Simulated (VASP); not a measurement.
Here is a VASP 6.6.1 calculation.

The input INCAR:

```
ALGO = Normal
EDIFF = 1E-6
ENCUT = 520
ISIF = 2
ISMEAR = 0
LASPH = T
LCHARG = F
LMAXMIX = 4
LMIXTAU = T
LREAL = F
LWAVE = F
METAGGA = R2SCAN
NBANDS = 19
NELM = 100
PREC = Accurate
SIGMA = 0.02
```

KPOINTS

```
k-points
0
Gamma
  8 8 6
```

POSCAR

```
ZrSe2
1.0
    3.7980000000      0.0000000000      0.0000000000
   -1.8990000000      3.2891644836      0.0000000000
    0.0000000000      0.0000000000      6.1920000000
Zr Se
1 2
Direct
    0.0000000000      0.0000000000      0.0000000000
    0.6666666667      0.3333333333      0.7500000000
    0.3333333333      0.6666666667      0.2500000000
```

The input KPOINTS_OPT:

```
path GMKGALHA,LM,KH
20
line-mode
reciprocal
 0.0000000000  0.0000000000  0.0000000000  G
 0.5000000000  0.0000000000  0.0000000000  M

 0.5000000000  0.0000000000  0.0000000000  M
 0.3333333333  0.3333333333  0.0000000000  K

 0.3333333333  0.3333333333  0.0000000000  K
 0.0000000000  0.0000000000  0.0000000000  G

 0.0000000000  0.0000000000  0.0000000000  G
 0.0000000000  0.0000000000  0.5000000000  A

 0.0000000000  0.0000000000  0.5000000000  A
 0.5000000000  0.0000000000  0.5000000000  L

 0.5000000000  0.0000000000  0.5000000000  L
 0.3333333333  0.3333333333  0.5000000000  H

 0.3333333333  0.3333333333  0.5000000000  H
 0.0000000000  0.0000000000  0.5000000000  A

 0.5000000000  0.0000000000  0.5000000000  L
 0.5000000000  0.0000000000  0.0000000000  M

 0.3333333333  0.3333333333  0.0000000000  K
 0.3333333333  0.3333333333  0.5000000000  H
```

Potentials or basis: VASP PAW PBE potentials, release 64 (Zr_sv, Se).

The run is started by

```bash
$ cat potpaw_PBE.64/Zr_sv/POTCAR potpaw_PBE.64/Se/POTCAR > POTCAR
$ mpirun -np 1 vasp_std > vasp.out
```

Estimate the band gap along the path.

0.67 eV, indirect (least direct gap 1.35 eV).

What does it give for the band gap on the k mesh?

0.68 eV, indirect (least direct gap 1.35 eV).

Levels at the corners of the path, in eV from the valence-band top:
```
point  band 10  band 11  band 12  band 13  band 14  band 15
    Γ    -0.08    -0.08    -0.01     1.35     1.35     1.94
    M    -2.61    -2.18    -1.43     0.87     2.86     3.23
    M    -2.61    -2.18    -1.43     0.87     2.86     3.23
    K    -2.36    -2.36    -1.80     2.03     2.93     2.93
    K    -2.36    -2.36    -1.80     2.03     2.93     2.93
    Γ    -0.08    -0.08    -0.01     1.35     1.35     1.94
    Γ    -0.08    -0.08    -0.01     1.35     1.35     1.94
    A    -2.07    -0.24    -0.24     1.32     1.32     2.36
    A    -2.07    -0.24    -0.24     1.32     1.32     2.36
    L    -2.58    -1.11    -1.01     0.67     2.85     3.21
    L    -2.58    -1.11    -1.01     0.67     2.85     3.21
    H    -2.41    -2.07    -2.07     2.10     2.56     2.56
    H    -2.41    -2.07    -2.07     2.10     2.56     2.56
    A    -2.07    -0.24    -0.24     1.32     1.32     2.36
    L    -2.58    -1.11    -1.01     0.67     2.85     3.21
    M    -2.61    -2.18    -1.43     0.87     2.86     3.23
    K    -2.36    -2.36    -1.80     2.03     2.93     2.93
    H    -2.41    -2.07    -2.07     2.10     2.56     2.56
```

**Experimental background.**

From “Stress-Tuned Optical Transitions in Layered 1T-MX2 (M= Hf, Zr, Sn; X= S, Se) Crystals”, 2022, arxiv:2210.12074, for a bulk crystal of ZrSe2: band gap 1.2 eV (indirect).

A measured gap of ZrSe2 is 1.2 eV (indirect; quoted in “Stress-Tuned Optical Transitions in Layered 1T-MX2 (M= Hf, Zr, Sn; X= S, Se) Crystals”, 2022, arxiv:2210.12074); the calculated 0.67 eV misses it by -0.53 eV. Spin-orbit coupling on Se, Zr is left out. The value is that of r2SCAN, without temperature or zero-point motion.
